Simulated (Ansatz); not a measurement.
Runs of Ansatz 0.2.0 on MoSe2. It takes space group P6_3/mmc (No. 194, hexagonal). Conventional cell: a = 3.288 Å, b = 3.288 Å, c = 12.900 Å, α = 90.00°, β = 90.00°, γ = 120.00°. Mo (site symmetry -6m2) is surrounded by 6 Se at 2.49 Å. Se (site symmetry 3m) has 3 Mo at 2.49 Å as nearest neighbours. 

| task | level | potentials or basis | cell | k mesh | cutoff (eV) | points for each segment of the path | mesh quality | gap on the mesh (eV) | pressure (GPa) | largest force (eV/Å) |
| --- | --- | --- | --- | --- | --- | --- | --- | --- | --- | --- |
| band structure | rPW86-PBE | Ansatz PAW | as given | 9 × 9 × 2 | 420 | 14 | not flagged | 0.88 | 14.4 | 1.64 |
| single point | HF | Ansatz PAW | as given | 5 × 5 × 2 | 420 | - | coarse | (b) | 8.0 | 0.26 |
| relaxation of cell and atoms | revPBE+D4 | Ansatz PAW | relaxed | 9 × 9 × 2 | 420 | - | not flagged | 0.80 | 0.0 | - |
| band structure | LDA | JTH PAW LDA | as given | 9 × 9 × 2 | 1800 | 14 | not flagged | 0.87 | 0.8 | 0.61 |
| band structure | PBEsol | Ansatz PAW | as given | 9 × 9 × 2 | 420 | 14 | not flagged | 0.88 | (a) | 0.80 |

Alike in all rows: no spin polarisation; smearing fermi-dirac 0.05 eV.

Question: Fill in the values left out.

Answer: (a) 3.2; (b) 6.16.

Caveats: some runs use coarse meshes; the cell's inner coordinates are idealised or old, which leaves forces on the atoms (some runs); the PAW data sets come from PBE, with cores solved anew for the run's functional, which leaves a small shift of forces and pressure (some runs); odd divisions of the mesh miss points on the zone boundary, where band edges often lie, so the gap on the mesh can be too wide (some runs); the k mesh misses the band edges, so the gap on the mesh is wider than the one along the path (some runs); the thresholds are loose for stress (some runs); the plane-wave basis is chosen anew once the cell has moved, so the energies of steps on either side of that aren't comparable (some runs); this functional lacks dispersion, which binds the layers, so the pressure and a relaxed spacing across them are unreliable (some runs).

A k mesh can miss the band edges, and the runs leave out spin-orbit coupling on Mo, Se.

The runs don't all hold the same shells in valence.

Runs at the PBE level aren't shown here.
